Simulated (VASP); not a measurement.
**Cr in VASP: convergence with ENCUT**

Cr:

```xyz
1
Lattice="-1.5147 1.5131 1.4936 1.4723 -1.4926 1.4307 1.5102 1.4881 -1.4731" Properties=species:S:1:pos:R:3 pbc="T T T"
Cr    0.0176   -0.0018    0.0079
```

The cell isn't the ideal one: cell strained at random at fixed volume.

| Quantity | Value |
| --- | --- |
| Program | VASP 6.6.1 |
| Task | single point |
| Functional | r2SCAN |
| Potentials or basis | VASP PAW PBE potentials, release 64 (Cr_pv) |
| Cutoff | 200 eV |
| k mesh | 9 × 9 × 9 |
| Occupations | methfessel-paxton, width 0.1 eV |
| Spin | collinear spin, ferromagnetic start |
| Starting moments | [3.0] μB |

These are the settings of the first run; the series varies ENCUT, with any setting tied to it.

Hardware: 1 thread of Intel(R) Xeon(R) Platinum 8375C CPU @ 2.90GHz (Ice Lake), with other jobs on the host.

The values tried are 200 eV, 250 eV, 300 eV, 350 eV, 400 eV, 450 eV, 500 eV, 600 eV, 800 eV, loosest first. From which on does the energy stay within 1 meV/atom of the tightest run that finished?

From 450 eV on.

```
 ENCUT  energy less the tightest run, at zero smearing (meV/atom)  SCF cycles  CPU time (s)  peak memory (GiB)
200 eV                                                    1184.10          19            51               0.13
250 eV                                                      74.61          19            82               0.14
300 eV                                                     -12.03          19           170               0.15
350 eV                                                     -10.75          19           110               0.16
400 eV                                                      -3.75          19           310               0.18
450 eV                                                      -0.54          19           300               0.19
500 eV                                                       0.73          19           360                0.2
600 eV                                                       0.50          19           320               0.23
800 eV                                                       0.00          19           420               0.29
```

The tightest run that finished is the yardstick and may itself not be fully converged.

Caveat, for the tightest run too: the starting moments collapsed, and a magnetic state may lie lower.
